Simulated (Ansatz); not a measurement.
# Calculated ³³S NMR of the central transition for SnS

Cell: a computed structure from the Materials Project (it need not be an observed phase) whose atoms were relaxed with PBE, the cell held.

Space group Pnma (No. 62); a = 11.3920, b = 3.9569, c = 4.5328 Å.

| site | Wyckoff | site symmetry | x | y | z |
| --- | --- | --- | --- | --- | --- |
| Sn | 4c | .m. | 0.6204 | 0.2500 | 0.3629 |
| S | 4c | .m. | 0.3503 | 0.2500 | 0.0244 |

One atom of each set is listed.

The numbers come from a DFT calculation in Ansatz (PBE, plane waves and PAW, scalar-relativistic, 420 eV cutoff, Γ-centred 3×8×7 k-points, Fermi–Dirac smearing 0.01 eV).

³³S has I = 3/2 and Q = -69.40 mb (Pyykkö 2018); at 18.8 T its Larmor frequency is ν₀ = 61.5 MHz. Only the quadrupole interaction is simulated: positions count from each site's isotropic chemical shift, and shift anisotropy, dipolar and J coupling are left out.

(1) Give C_Q, η, the quadrupolar product P_Q = |C_Q|(1 + η²/3)^½, the second-order isotropic shift and the breadth of the pattern (static powder) for each S site.

Results:

(1) 

| site | first shell | C_Q (MHz) | η | P_Q (MHz) | δ_QIS (ppm) | breadth (kHz) |
| --- | --- | --- | --- | --- | --- | --- |
| S | 3 Sn at 2.67 Å | 6.36 | 0.09 | 6.37 | -268 | 92.7 |

δ_QIS = −(ν_Q²/30ν₀²)[I(I+1) − 3/4](1 + η²/3) × 10⁶ ppm with ν_Q = 3|C_Q|/[2I(2I−1)]; it falls as 1/B₀² in ppm, and the breadth as 1/B₀ in kHz.

Without spin–orbit coupling (the program notes it for Sn) the gradients can shift somewhat, as the gap is small.
